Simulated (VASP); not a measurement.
# AlRu: intraband terms of a metal's spectrum

AlRu, Pm-3m (no. 221), 2 atoms in the cell. PBE, independent-particle dielectric function; PAW potentials Ru_pv, Al (PBE set).

## Input

INCAR.step1:
```
  PREC = Accurate
  ENCUT = 280
  ISMEAR = 1
  SIGMA = 0.1
  EDIFF = 1E-7
  LASPH = True
  KPAR = 4
  LWAVE = False
  LCHARG = True
  LMAXMIX = 4
```

INCAR.step2:
```
  PREC = Accurate
  ENCUT = 280
  ISMEAR = 0
  SIGMA = 0.3
  EDIFF = 1E-6
  LASPH = True
  KPAR = 4
  LWAVE = True
  LCHARG = False
  LMAXMIX = 4
  ICHARG = 11
  NBANDS = 26
  NEDOS = 3000
  OMEGAMAX = 30
  CSHIFT = 0.1
```

INCAR.step3, as INCAR.step2 but for:
```
- LWAVE = True
+ LWAVE = False
+ LOPTICS = True
+ ALGO = None
+ NELM = 1
+ ISTART = 1
```

INCAR.step4, as INCAR.step3 but for:
```
+ WPLASMAI = 0.03
```

INCAR.step5 to INCAR.step6 change the same tag again: WPLASMAI = 0.1, 0.3.

INCAR.step7, as INCAR.step6 but for:
```
- WPLASMAI = 0.3
+ RTIME = 1
```

INCAR.step8, as INCAR.step7 but for:
```
- RTIME = 1
+ RTIME = 20
```

INCAR.step9, as INCAR.step8 but for:
```
- RTIME = 20
+ LNABLA = True
```

INCAR.step10, as INCAR.step9 but for:
```
- ISMEAR = 0
- LNABLA = True
+ ISMEAR = -5
```

KPOINTS.step1:
```
k-points
0
Gamma
  9 9 9
```

KPOINTS.step2:
```
k-points
0
Gamma
  18 18 18
```

POSCAR:
```
AlRu
1.0
    2.9916000000      0.0000000000      0.0000000000
    0.0000000000      2.9916000000      0.0000000000
    0.0000000000      0.0000000000      2.9916000000
Ru Al
1 1
Direct
    0.5000000000      0.5000000000      0.5000000000
    0.0000000000      0.0000000000      0.0000000000
```

Commands (each step's output is kept before the next begins):
```
cat potpaw_PBE.64/Ru_pv/POTCAR potpaw_PBE.64/Al/POTCAR > POTCAR
cp INCAR.step1 INCAR
cp KPOINTS.step1 KPOINTS
mpirun -np 4 vasp_std > vasp.out
cp INCAR.step2 INCAR
cp KPOINTS.step2 KPOINTS
mpirun -np 4 vasp_std > vasp.out
cp INCAR.step3 INCAR
mpirun -np 4 vasp_std > vasp.out
cp INCAR.step4 INCAR
mpirun -np 4 vasp_std > vasp.out
cp INCAR.step5 INCAR
mpirun -np 4 vasp_std > vasp.out
cp INCAR.step6 INCAR
mpirun -np 4 vasp_std > vasp.out
cp INCAR.step7 INCAR
mpirun -np 4 vasp_std > vasp.out
cp INCAR.step8 INCAR
mpirun -np 4 vasp_std > vasp.out
cp INCAR.step9 INCAR
mpirun -np 4 vasp_std > vasp.out
cp INCAR.step10 INCAR
mpirun -np 4 vasp_std > vasp.out
```

## Result

- Bands: 26

One ground state, settings moved in the last step alone:

| Settings | Plasma frequency (eV) | Im ε at 0.5 eV | Im ε at 1 eV | Im ε at 2 eV | Im ε at 4 eV | Time (s) |
|---|---|---|---|---|---|---|
| interband part alone | 7.41 | 19.7 | 4.0 | 4.2 | 10.1 | 13 |
| Drude term, WPLASMAI 0.03 | 7.41 | 32.8 | 5.7 | 4.5 | 10.1 | 12 |
| Drude term, WPLASMAI 0.1 | 7.41 | 62.0 | 9.5 | 4.9 | 10.2 | 13 |
| Drude term, WPLASMAI 0.3 | 7.41 | 116.7 | 19.2 | 6.3 | 10.3 | 14 |
| relaxation time RTIME 1 fs | 7.41 | 125.6 | 29.3 | 8.3 | 10.6 | 12 |
| relaxation time RTIME 20 fs | 7.41 | 34.1 | 5.8 | 4.5 | 10.1 | 13 |
| transversal form (LNABLA) | 7.35 | 18.3 | 4.1 | 4.3 | 9.7 | 11 |
| tetrahedron method | – | – | – | – | – | no result |

VASP 6.6.1 took 104 s on 4 cores (Intel Xeon Platinum 8259CL @ 2.50GHz (Skylake/Cascade Lake)), a shared host.
